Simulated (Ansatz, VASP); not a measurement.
One calculation of Al, two programs

```
Al
1.0
     2.86234    0.00000    0.00000
    -1.43117    2.47886    0.00000
     0.00000    0.00000   24.34836
Al
5
Cartesian
  1.4312 0.8263 7.5000
  0.0000 1.6526 9.8371
  0.0000 0.0000 12.1742
  1.4312 0.8263 14.5113
  0.0000 1.6526 16.8484
```

Alike in both runs: task single point; functional PBE; k mesh 11 × 11 × 1; occupations fermi-dirac, width 0.05 eV; no spin polarisation.

|  | VASP | Ansatz |
| --- | --- | --- |
| version | VASP 6.6.1 | Ansatz 0.2.0 |
| potentials or method | VASP PAW PBE potentials, release 64 (Al) | Ansatz PAW |
| plane-wave cutoff (eV) | 520 | 420 |
| valence electrons in the cell | 15 | 15 |

```csv
,VASP,Ansatz,Ansatz less VASP
gap on the k mesh at the Fermi level (eV),none,none,-
rms of the force components (eV/Å),0.039,0.039,+0.0001
"work function, face that differs most (eV)",3.94,4.02,+0.086
```

Atom by atom the forces differ by 0.000 eV/Å (rms over components). A gap of «none» marks a metal or a gap that the smearing closes. With one functional, cell and mesh, what is left measures potentials, basis and numerics.
